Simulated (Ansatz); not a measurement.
Runs of Ansatz 0.2.0 on In2O3. Symmetry: R-3c, No. 167, trigonal system. The conventional cell has a = 5.487 Å, b = 5.487 Å, c = 14.510 Å, α = 90.00°, β = 90.00°, γ = 120.00°. In (site symmetry 3) has 6 O at 2.12 to 2.26 Å as nearest neighbours. Around O (site symmetry 2) lie 4 In at 2.12 to 2.26 Å. 

| task | level | spin | cell | cutoff (eV) | points for each segment of the path | gap on the mesh (eV) | pressure (GPa) | relaxed volume (Å³/atom) | largest force (eV/Å) |
| --- | --- | --- | --- | --- | --- | --- | --- | --- | --- |
| relaxation of cell and atoms | PBE+D3(BJ) | off | relaxed | 420 | - | (c) | 0.0 | 13.01 | - |
| band structure | r2SCAN | SOC, no magnetisation | as given | 500 | 10 | 1.89 | (b) | - | 0.13 |
| relaxation of cell and atoms | RPBE+D3(BJ) | off | relaxed | 420 | - | 1.53 | 0.0 | (a) | - |
| single point | PBE | off | as given | 600 | - | 1.30 | 8.4 | - | 0.13 |

Alike in all rows: potentials or basis Ansatz PAW; k mesh 6 × 6 × 6; smearing fermi-dirac 0.05 eV.

Problem. Estimate the missing entries.

Solution. (a) 12.20; (b) 2.0; (c) 1.08.

Caveats: spin-orbit coupling is left out, which moves the levels of the heavy elements (some runs); the plane-wave basis is chosen anew once the cell has moved, so the energies of steps on either side of that aren't comparable (some runs); the PAW data sets come from PBE, with cores solved anew for the run's functional, which leaves a small shift of forces and pressure (some runs).

A k mesh can miss the band edges, and rows without SOC leave out spin-orbit coupling on In.
